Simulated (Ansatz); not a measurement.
The system is C.

```
C
1.0
     0.00000    1.78337    1.78337
     1.78337    0.00000    1.78337
     1.78337    1.78337    0.00000
C
2
Direct
  0.75000 0.75000 0.75000
  0.50000 0.50000 0.50000
```

This isn't the form of C at room conditions, which is graphite.

| Property | Result |
| --- | --- |
| Program | Ansatz 0.2.0 |
| Task | relaxation of cell and atoms |
| Functional | HSE03 |
| Potentials or basis | Ansatz PAW |
| Cutoff | 420 eV (not typed: the program's choice for these potentials) |
| k mesh | 7 × 7 × 7 |
| Occupations | fermi-dirac, width 0.05 eV |
| Spin | no spin polarisation |

At the start: volume 5.67 Å³/atom.

Where does the relaxation end?

It ends after 7 steps and the volume is 5.58 Å³/atom (-1.7 %); space group Fd-3m (No. 227, to 0.05 Å).

The path:
```csv
step,energy change (eV),largest force (eV/Å),volume (Å³)
1,0.0000,0.0000,11.34
2,-0.0046,0.0000,11.22
3,-0.0056,0.0000,11.15
4,-0.0056,0.0000,11.16
5,-0.0047,0.0000,11.16
6,-0.0047,0.0000,11.15
7,-0.0047,0.0000,11.15
```

Final structure:
```
C
1.0
     0.00000    1.77327    1.77327
     1.77327    0.00000    1.77327
     1.77327    1.77327    0.00000
C
2
Direct
  0.75000 0.75000 0.75000
  0.50000 0.50000 0.50000
```

Caveat: the k mesh is coarse (spacing up to 0.44 Å⁻¹), so the values aren't converged, least of all with exact exchange; the plane-wave basis is chosen anew once the cell has moved, so the energies of steps on either side of that aren't comparable; the pressure holds a Pulay correction of +0.8 GPa for the finite cutoff; the PAW data sets come from PBE, with cores solved anew for the run's functional, which leaves a small shift of forces and pressure.
